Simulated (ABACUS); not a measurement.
Wanted: the native input for an ABACUS 3.10.1 run.

```
Task                                          : single point
Functional                                    : PBE
Potentials or basis                           : PseudoDojo NC SR 0.4.1 PBE standard
Cutoff                                        : 1361 eV
Density cutoff                                : 5442 eV
Basis                                         : DZP LCAO (the cutoffs set its grid)
k mesh                                        : 9 × 9 × 9
Occupations                                   : fermi-dirac, width 0.05 eV
Spin                                          : no spin polarisation
Orbital files                                 : Ru Ru_confined-atom_7au_3s2p2d1f.orb, Al Al_confined-atom_8au_2s2p1d.orb
Radial cutoff of the potentials (pseudo_rcut) : 10 bohr
SCF threshold on the density                  : 1e-07
Max SCF steps                                 : 100
Eigensolver                                   : genelpa
Mixing                                        : broyden
Mixing share                                  : 0.7
Symmetry key                                  : 1
```

AlRu:

```xyz
2
Lattice="2.9916 0.0000 0.0000 0.0000 2.9916 0.0000 0.0000 0.0000 2.9916" Properties=species:S:1:pos:R:3 pbc="T T T"
Ru    1.4958    1.4958    1.4958
Al    0.0000    0.0000    0.0000
```

One way to write it, as run:

INPUT

```
INPUT_PARAMETERS
suffix              AlRu
calculation         scf
basis_type          lcao
pseudo_dir          ./
orbital_dir         ./
symmetry            1
dft_functional      pbe
ecutwfc             100
pseudo_rcut         10
nspin               1
nbands              14
ks_solver           genelpa
smearing_method     fd
smearing_sigma      0.00367493
scf_thr             1e-07
scf_nmax            100
mixing_type         broyden
mixing_beta         0.7
cal_force           1
cal_stress          1
out_mul             1
```

STRU

```
ATOMIC_SPECIES
Ru 101.0700 Ru.upf
Al 26.9815 Al.upf

NUMERICAL_ORBITAL
Ru_confined-atom_7au_3s2p2d1f.orb
Al_confined-atom_8au_2s2p1d.orb

LATTICE_CONSTANT
1.8897261246

LATTICE_VECTORS
2.9916000000 0.0000000000 0.0000000000
0.0000000000 2.9916000000 0.0000000000
0.0000000000 0.0000000000 2.9916000000

ATOMIC_POSITIONS
Direct

Ru
0.0
1
0.5000000000 0.5000000000 0.5000000000 1 1 1

Al
0.0
1
0.0000000000 0.0000000000 0.0000000000 1 1 1
```

KPT

```
K_POINTS
0
Gamma
9 9 9 0 0 0
```

Potentials or basis: PseudoDojo NC SR 0.4.1 PBE standard, DZP LCAO (the cutoffs set its grid).

The run is started by

```console
$ OMP_NUM_THREADS=1 mpirun -np 4 abacus > log
```

It gave:

- Pressure: 3.5 GPa
- Band gap on the k mesh: none (metal or under the smearing width)
- Mulliken charges: Ru -0.25; Al +0.25 e

Caveat: the atomic orbitals were generated for these runs and aren't a published set; Mulliken charges move with the basis; the basis of atomic orbitals isn't converged, which shifts pressures, moduli and gaps.

Wall time 4.6 s on 4 MPI ranks on AMD EPYC 7B13 (Zen 3), with other jobs on the host, peak memory 0.48 GiB a rank.
